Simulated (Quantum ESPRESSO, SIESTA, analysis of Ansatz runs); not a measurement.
# C_F in LiF (Fm-3m): how far do the levels depend on the k-points? (SIESTA)

Question: at which Fermi levels does C_F in LiF (Fm-3m) change its charge, and how much of the answer depends on the k-points? The model is a cell of 54 host atoms with 1 F taken out and 1 C put in.

Method: SIESTA numerical-orbital DFT, PBEsol, DZP basis, PseudoDojo 0.4.1 potentials converted to PSML; charged supercells in a uniform background, point-charge correction with alignment at far sites, in SIESTA 5.4.2.

## (1) The starting structure

The cell holds 54 atoms: 27 Li, 26 F and 1 C. Cell: a = 8.473 Å, b = 8.473 Å, c = 8.473 Å, α = 59.9°, β = 59.9°, γ = 59.9°. It derives from LiF (space group Fm-3m). Nearest the centre at fractional (0.500, 0.500, 0.500): C28 at 0.00 Å, Li33 at 2.00 Å, Li45 at 2.00 Å, Li29 at 2.00 Å, Li51 at 2.00 Å, Li47 at 2.00 Å, Li35 at 2.00 Å, F16 at 2.82 Å.

Structure file:

```xyz
54
Lattice="0.0054 5.9910 5.9910 5.9910 0.0054 5.9910 5.9910 5.9910 0.0054" Properties=species:S:1:pos:R:3 pbc="T T T"
Li    0.0000    0.0000    0.0000
F     1.9979    1.9979    1.9979
Li    1.9970    1.9970    0.0018
F     3.9949    3.9949    1.9997
Li    3.9940    3.9940    0.0036
F     5.9919    5.9919    2.0015
Li    1.9970    0.0018    1.9970
F     3.9949    1.9997    3.9949
Li    3.9940    1.9988    1.9988
F     5.9919    3.9967    3.9967
Li    5.9910    3.9958    2.0006
F     7.9889    5.9937    3.9985
Li    3.9940    0.0036    3.9940
F     5.9919    2.0015    5.9919
Li    5.9910    2.0006    3.9958
F     7.9889    3.9985    5.9937
Li    7.9880    3.9976    3.9976
F     9.9859    5.9955    5.9955
Li    0.0018    1.9970    1.9970
F     1.9997    3.9949    3.9949
Li    1.9988    3.9940    1.9988
F     3.9967    5.9919    3.9967
Li    3.9958    5.9910    2.0006
F     5.9937    7.9889    3.9985
Li    1.9988    1.9988    3.9940
F     3.9967    3.9967    5.9919
Li    3.9958    3.9958    3.9958
C     5.9937    5.9937    5.9937
Li    5.9928    5.9928    3.9976
F     7.9907    7.9907    5.9955
Li    3.9958    2.0006    5.9910
F     5.9937    3.9985    7.9889
Li    5.9928    3.9976    5.9928
F     7.9907    5.9955    7.9907
Li    7.9898    5.9946    5.9946
F     9.9877    7.9925    7.9925
Li    0.0036    3.9940    3.9940
F     2.0015    5.9919    5.9919
Li    2.0006    5.9910    3.9958
F     3.9985    7.9889    5.9937
Li    3.9976    7.9880    3.9976
F     5.9955    9.9859    5.9955
Li    2.0006    3.9958    5.9910
F     3.9985    5.9937    7.9889
Li    3.9976    5.9928    5.9928
F     5.9955    7.9907    7.9907
Li    5.9946    7.9898    5.9946
F     7.9925    9.9877    7.9925
Li    3.9976    3.9976    7.9880
F     5.9955    5.9955    9.9859
Li    5.9946    5.9946    7.9898
F     7.9925    7.9925    9.9877
Li    7.9916    7.9916    7.9916
F     9.9895    9.9895    9.9895
```

Screening for the image-charge correction: ε∞ = 2.08, ε0 = 9.41, from a response run on this crystal (DFPT, PBEsol, Quantum ESPRESSO) at that run's own cell.

The cell's shortest repeat is 8.5 Å.

The primitive cell was relaxed at this level beforehand, to 15.91 Å³.

The defect-free supercell was relaxed beforehand, from displaced atoms: they ended at most 0.01 Å from the sites they started about, so the symmetric structure holds.

## (2) Band edges

Levels are counted from the valence top, which comes from the unit cell, dense mesh; the energy of the host comes from the defect-free supercell at the defects' own k-points, so that the host's part of the sampling error cancels.

host.fdf reads:

```
SystemName                      LiF
SystemLabel                     host
NumberOfSpecies                 2
NumberOfAtoms                   2
%block ChemicalSpeciesLabel
  1    3 Li
  2    9 F
%endblock ChemicalSpeciesLabel
LatticeConstant                 1.0 Ang
%block LatticeVectors
     0.001805000     1.996990000     1.996990000
     1.996990000     0.001805000     1.996990000
     1.996990000     1.996990000     0.001805000
%endblock LatticeVectors
AtomicCoordinatesFormat         Fractional
%block AtomicCoordinatesAndAtomicSpecies
     0.000000000     0.000000000     0.000000000  1
     0.499999625     0.499999625     0.499999625  2
%endblock AtomicCoordinatesAndAtomicSpecies
%block kgrid.MonkhorstPack
   14   0   0  0.00
    0  14   0  0.00
    0   0  14  0.00
%endblock kgrid.MonkhorstPack
XC.Functional                   GGA
XC.Authors                      PBEsol
PAO.BasisSize                   DZP
PAO.EnergyShift                 0.005 Ry
Mesh.Cutoff                     300 Ry
%block PAO.PolarizationScheme
  Li non-perturbative
%endblock PAO.PolarizationScheme
OccupationFunction              FD
ElectronicTemperature           0.01 eV
MaxSCFIterations                150
SCF.MustConverge                true
SCF.Mixer.Method                Pulay
SCF.Mixer.Weight                0.2
SCF.Mixer.History               10
SCF.DM.Tolerance                1.0e-4
SCF.H.Tolerance                 1.0e-3 eV
WriteForces                     true
Charge.Mulliken                 end
```

Command:

```
OMP_NUM_THREADS=1 siesta host.fdf > host.out
```

What it wrote:

```text
Version         : 5.4.2

                           ***********************
                           *  WELCOME TO SIESTA  *
                           ***********************

[...]
reinit: Reading from file host.fdf

reinit: -----------------------------------------------------------------------
reinit: System Name: LiF
reinit: -----------------------------------------------------------------------
reinit: System Label: host
reinit: -----------------------------------------------------------------------

initatom: Reading input for the pseudopotentials and atomic orbitals ----------
Species number:   1 Atomic number:    3 Label: Li
Species number:   2 Atomic number:    9 Label: F

[... pseudopotential checks and orbital generation ...]

prinput: Basis input

PAO.BasisType split

%block ChemicalSpeciesLabel
    1    3 Li                      # Species index, atomic number, species label
    2    9 F                       # Species index, atomic number, species label
%endblock ChemicalSpeciesLabel

%block PAO.Basis                 # Define Basis set
# WARNING: This information might be incomplete!
[...]
(Free)E + p*V (eV/cell)     -866.3147
Target enthalpy (eV/cell)     -866.3045
[...]
siesta: Final energy (eV):
siesta:  Band Struct. =    -266.793544
siesta:       Kinetic =     585.898473
siesta:       Hartree =     222.394365
siesta:         Exch. =    -181.825111
siesta:         Corr. =     -12.380846
siesta:   Exch.-corr. =    -194.205957
siesta:  Ion-electron =   -1069.731995
siesta:       Ion-ion =    -410.659384
siesta:         Total =    -866.304498
siesta:         Fermi =     -10.002828
[...]
siesta: Stress tensor (static) (eV/Ang**3):
siesta:     0.000638    0.000244    0.000244
siesta:     0.000244    0.000638    0.000244
siesta:     0.000244    0.000244    0.000638
[...]
siesta: Cell volume =         15.906274 Ang**3
[...]
siesta: Pressure (static):
siesta:                Solid            Molecule  Units
siesta:          -0.00000695         -0.00000696  Ry/Bohr**3
siesta:          -0.00063831         -0.00063875  eV/Ang**3
siesta:          -1.02268190         -1.02339306  kBar
[...]
mulliken: Qtot =       10.000

Mulliken Atomic Populations:
Atom #   charge [q] valence [e]  Species
     1     0.505882    2.494118  Li
     2    -0.505882    7.505882  F
 Total    -0.000000

Job completed
```

It took 71 s on 1 MPI rank of AMD EPYC 7571, shared host; peak memory 0.21 GiB.

The gap at this level is 9.10 eV.

Test of the sampling: at one point at (¼, ¼, ¼) the host's energy lies under 1 meV an atom above its value on the primitive cell's dense mesh, close enough for the relaxations.

(Continued in part 2 of 3.)

[Logs are printed without paths, hosts, clocks, repeated set-up lines and the standing remarks that a program may print on its own settings, such as how far it seeks lower states.]

[Hosts, paths, dates, database ids (printed as entryN), source tags and the programs' standing remarks are cut or masked in the printed files.]

[For some hosts the program warned that the k-mesh of the response run may be too coarse for force constants and the static dielectric constant; such warnings are not shown here.]

[Charge tables in the logs are Mulliken or Hirshfeld populations, whose sizes and signs can differ; where basis functions stand at a vacancy, SIESTA counts their charge against the missing atom's valence.]

[In relaxation paths of CP2K, step 0 can be the structure after the first move, since the trajectory file begins there, and the last row can be the final structure solved once more.]
